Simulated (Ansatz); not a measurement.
# Sb under changes of volume

One of the cells (26.213 Å³/atom); the others are scaled copies at fixed shape and fractional positions:

```
Sb
1.0
    -1.87134    1.87134    1.87134
     1.87134   -1.87134    1.87134
     1.87134    1.87134   -1.87134
Sb
1
Cartesian
  0.0000 0.0000 0.0000
```

This isn't the form of Sb at room conditions, which is rhombohedral.

| Item | Value |
| --- | --- |
| Program | Ansatz 0.2.0 |
| Functional | PBEsol |
| Potentials or basis | all-electron LAPW, scalar-relativistic |
| Cutoff | 172 eV (chosen from the basis error) |
| Basis error allowed | 0.001 eV/atom |
| k mesh | 10 × 10 × 10 |
| Occupations | fermi-dirac, width 0.05 eV |
| Spin | no spin polarisation |

```csv
volume (Å³/atom),energy over the lowest point (meV/atom),pressure (GPa)
24.640,22.21,4.7
25.165,9.61,3.0
25.689,2.36,1.4
26.213,0.00,0.0
26.737,2.07,-1.3
27.262,?,?
27.786,17.83,-3.5
```

Task: What does the run at 27.262 Å³/atom give?

Result: Energy over the lowest point 8.14 meV/atom; pressure -2.4 GPa.

Worked out: A Birch-Murnaghan fit of order 3 (a polynomial in V^(-2/3)) to the other rows has its minimum at 26.22 Å³/atom with B0 = V·E''(V) = 67 GPa and B' = 3.9. It gives 8.13 meV/atom at 27.262 Å³/atom, against the run's 8.14, and -dE/dV = -2.4 GPa, against -2.4.

Energies are extrapolated to zero smearing.
